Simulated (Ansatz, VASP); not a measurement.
## Two plane-wave programs on MgTe

The input INCAR:

```
SYSTEM = MgTe
PREC     = Accurate       ! precision mode
ENCUT    = 520            ! plane-wave cutoff, eV
EDIFF    = 1E-7           ! SCF threshold, eV
ISMEAR   = -1             ! smearing method
SIGMA    = 0.05           ! smearing width, eV
LREAL    = .FALSE.        ! projectors in reciprocal space
LASPH    = .TRUE.         ! aspherical terms in the spheres
NELM     = 60             ! most SCF steps
ALGO     = Normal         ! electronic algorithm
ISIF     = 2              ! what is computed and relaxed
LWAVE    = .FALSE.        ! write WAVECAR
LCHARG   = .FALSE.        ! write CHGCAR
GGA      = PE             ! functional
NBANDS   = 16             ! bands
```

Contents of KPOINTS:

```
regular mesh
0
G
  7 7 4
  0 0 0
```

File POSCAR:

```
MgTe
1.0
    4.6086499573      0.0000000000      0.0000000000
   -2.3043249787      3.9912079402      0.0000000000
    0.0000000000      0.0000000000      7.4737619884
Te Mg
2 2
Direct
    0.6666666667      0.3333333333      0.8850000000
    0.3333333333      0.6666666667      0.3850000000
    0.6666666667      0.3333333333      0.5000000000
    0.3333333333      0.6666666667      0.0000000000
```

The input input.yaml:

```yaml
crystal:
  lattice:
    - [4.6086499573, 0.0, 0.0]
    - [-2.3043249787, 3.9912079402, 0.0]
    - [0.0, 0.0, 7.4737619884]
  atoms:
    - { symbol: Te, position: [0.6666666667, 0.3333333333, 0.885] }
    - { symbol: Te, position: [0.3333333333, 0.6666666667, 0.385] }
    - { symbol: Mg, position: [0.6666666667, 0.3333333333, 0.5] }
    - { symbol: Mg, position: [0.3333333333, 0.6666666667, 0.0] }
hamiltonian:
  xc: pbe
  pseudopotentials: { kind: paw }
kpoints:
  mp_grid: { grid: [7, 7, 4] }
scf:
  occupations: { method: fermi_dirac, width: 0.05 }
output:
  forces: true
  stress: true
  eigenvalues: true
```

Change from the starting cell: volume scaled by 1.06.

Alike in both runs: task single point; functional PBE; k mesh 7 × 7 × 4; occupations fermi-dirac, width 0.05 eV; no spin polarisation.

```csv
,VASP,Ansatz
version,VASP 6.6.1,Ansatz 0.2.0
potentials or method,"VASP PAW PBE potentials, release 64 (Te, Mg)",Ansatz PAW
plane-wave cutoff (eV),520,420
valence electrons in the cell,16,52
```

Ansatz gave:

- gap on the k mesh at the Fermi level (eV): 2.30
- least direct gap on the mesh (eV): 2.30
- pressure (GPa): 0.1
- largest component of the traceless stress (GPa): 0.64
- rms of the force components (eV/Å): 0.117

Q: Which values does VASP return?

A: gap on the k mesh at the Fermi level (eV): 2.29; least direct gap on the mesh (eV): 2.29; pressure (GPa): 0.1; largest component of the traceless stress (GPa): 0.64; rms of the force components (eV/Å): 0.118.

Atom by atom the forces differ by 0.001 eV/Å (rms over components). The two sets of potentials don't hold the same shells in valence.

Caveats: spin-orbit coupling is left out, which moves the levels of the heavy elements; odd divisions of the mesh miss points on the zone boundary, where band edges often lie, so the gap on the mesh can be too wide (Ansatz).
